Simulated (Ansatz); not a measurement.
A plane-wave DFT run in Ansatz 0.2.0 (scalar-relativistic PAW potentials unless the input names others): input and command.

```yaml
crystal:
  lattice:
    - [-1.2294070107, -2.1293954057, 8.5228814439]
    - [1.2294070107, -2.1293954057, 0.0]
    - [8.6058490749, 6.3881862171, 0.0]
  atoms:
    - { symbol: C, position: [0.0, 0.5333333333, 0.0666666667] }
    - { symbol: C, position: [0.0, 0.1333333333, 0.2666666667] }
    - { symbol: C, position: [0.0, 0.7333333333, 0.4666666667] }
    - { symbol: C, position: [0.0, 0.3333333333, 0.6666666667] }
    - { symbol: C, position: [0.0, 0.9333333333, 0.8666666667] }
    - { symbol: C, position: [0.0, 0.0666666667, 0.1333333333] }
    - { symbol: C, position: [0.0, 0.6666666667, 0.3333333333] }
    - { symbol: C, position: [0.0, 0.2666666667, 0.5333333333] }
    - { symbol: C, position: [0.0, 0.8666666667, 0.7333333333] }
    - { symbol: C, position: [0.0, 0.4666666667, 0.9333333333] }
basis:
  ecutwfc: "80 eV"
kpoints:
  mp_grid: { grid: [7, 24, 6] }
hamiltonian:
  xc: pbesol
scf:
  occupations: { method: gaussian, width: 0.15 }
  max_iter: 100
output:
  forces: true
  eigenvalues: true
  stress: true
```

```bash
ansatz run input.yaml --threads 2 --pin off --max-ram 5120MiB --backend cpu --events-out ev --progress --plain --runs-dir out
```

Abridged log:
```
Warning: crystal.symmetry: narrowed to the stabiliser of the k-point mesh — unitary ops 20 → 10; excluded 10 operations that carry a point of the 7×24×6 mesh (shift [0, 0, 0]) off the mesh (the run samples exactly the mesh kpoints.mp_grid names, as under crystal.symmetry.detect: false, and its converged state has the mesh's symmetry, not the crystal's; ε∞, the Born charges and the force constants of a linear response (`dielectric:` by the response, `phonons.method: dfpt`) are averaged over those of the crystal's operations that the state keeps within a tolerance, where `mesh_tensors`, `unavera ...
Basis set: ecut = 80 eV, 361 PW (Γ), exchange–correlation on 54×16×64 points (8 copies of the dense FFT grid, shifted against one another)
Bands: 30, of which v1, the nominal top of the filled ones, is band 20 counted from 1 (19 counted from 0)
Symmetry: 10 space group operations
k-points: 506 of 1008
SCF iter   1: F=—  HF=-2361.313135 eV  |F-HF|=—  |Δ(HF+E_count)|=         —  Δρ=1.33e-1  dr2=2.94e1  ethr=1.77e-3  ⟨swp⟩=13.2  Hψ=100419  notcnv=0  defer=2
SCF iter   2: F=—  HF=-2347.892292 eV  |F-HF|=—  |Δ(HF+E_count)|=    1.34e1  Δρ=1.95e-2  dr2=9.48e-1  ethr=1.77e-3  ⟨swp⟩=4.1  Hψ=48543  notcnv=0  defer=1626
SCF iter   3: F=—  HF=-2347.467092 eV  |F-HF|=—  |Δ(HF+E_count)|=   4.25e-1  Δρ=5.02e-3  dr2=3.41e-2  ethr=1.77e-3  ⟨swp⟩=2.9  Hψ=31744  notcnv=0  defer=1414
automatic band count: iteration 3 solves 29 bands in place of 30: the levels show a gap, and the empty bands left out lie too high to hold charge; the band table lists the bands solved (type scf.n_extra_bands for more)
SCF iter   4: F=—  HF=-2347.494361 eV  |F-HF|=—  |Δ(HF+E_count)|=   2.73e-2  Δρ=2.65e-4  dr2=2.18e-4  ethr=8.53e-5  ⟨swp⟩=2.8  Hψ=20859  notcnv=0  defer=907
automatic band count: iteration 4 solves 28 bands in place of 29: the levels show a gap, and the empty bands left out lie too high to hold charge; the band table lists the bands solved (type scf.n_extra_bands for more)
SCF iter   5: F=—  HF=-2347.494539 eV  |F-HF|=—  |Δ(HF+E_count)|=   1.77e-4  Δρ=5.17e-5  dr2=1.72e-5  ethr=5.45e-7  ⟨swp⟩=2.0  Hψ=22281  notcnv=0  defer=907
SCF iter   6: F=—  HF=-2347.436607 eV  |F-HF|=—  |Δ(HF+E_count)|=   5.79e-2  Δρ=2.41e-5  dr2=1.12e-6  ethr=4.30e-8  ⟨swp⟩=3.0  Hψ=27632  notcnv=0  defer=905
SCF iter   7: F=-2347.436608 eV  HF=-2347.436608 eV  |F-HF|=3.88e-9  |Δ(HF+E_count)|=   9.49e-7  Δρ=2.82e-6  dr2=2.02e-8  ethr=2.50e-10  ⟨swp⟩=13.9  Hψ=84936  notcnv=0
SCF 1 converged in 7 iterations: F = -2347.436608 eV  dr2 = 2.02e-8
SCF converged after 7 iterations
Free energy (F): -2347.436608 eV
Harris-Foulkes:  -2347.436608 eV  (|F-HF|=3.88e-9)
Internal energy: -2347.435849 eV  (E = F + TS)
E sigma→0 (E₀):  -2347.436229 eV
Entropy (-TS):   -0.000759 eV (-0.076 meV/atom)
Fermi energy:    1.872096 eV
--- Forces (eV/Å), atoms counted from 1 ---
  atom   1  C      0.00002758     0.00442607    -0.00009616
  atom   2  C      0.00002758     0.00442607    -0.00009616
  atom   3  C      0.00002758     0.00442607    -0.00009616
  atom   4  C      0.00002758     0.00442607    -0.00009616
  atom   5  C      0.00002758     0.00442607    -0.00009616
  atom   6  C     -0.00002758    -0.00442607     0.00009616
  atom   7  C     -0.00002758    -0.00442607     0.00009616
  atom   8  C     -0.00002758    -0.00442607     0.00009616
  atom   9  C     -0.00002758    -0.00442607     0.00009616
  atom  10  C     -0.00002758    -0.00442607     0.00009616
--- Stress (GPa, compression-positive) ---
       47.207513       0.135248      -0.065329
        0.135248      47.121453      -0.144280
       -0.065329      -0.144280       0.190863
  P = ⅓ Tr σ = 31.5066 GPa (315.066 kbar)
```

Question: Find the fault.

Answer: The fault is a cutoff far too low (basis.ecutwfc: 420 → "80 eV", the first being the value of the sound run). Setting it back cures it. The log, from which this was withheld above, says: «Warning: basis.ecutwfc = 80 eV is below the records' recommended 420 eV, and the density's cutoff is lower with it unless basis.ecutrho_ratio is high enough to keep the records' density cutoff: compare with a run at a higher cutoff» The run converged all the same, with an energy at zero smearing 11.9 eV/atom above the reference's, pressure 31.51 GPa, largest force 0.004 eV/Å, no gap on the mesh, so convergence alone doesn't show that an input is right. A reference run from the same start on usual settings converged with pressure 0.00 GPa, largest force 0.001 eV/Å, no gap on the mesh.

It took 20 s on 2 threads of Arm Neoverse N1, on a shared host, peak memory 0.5 GiB.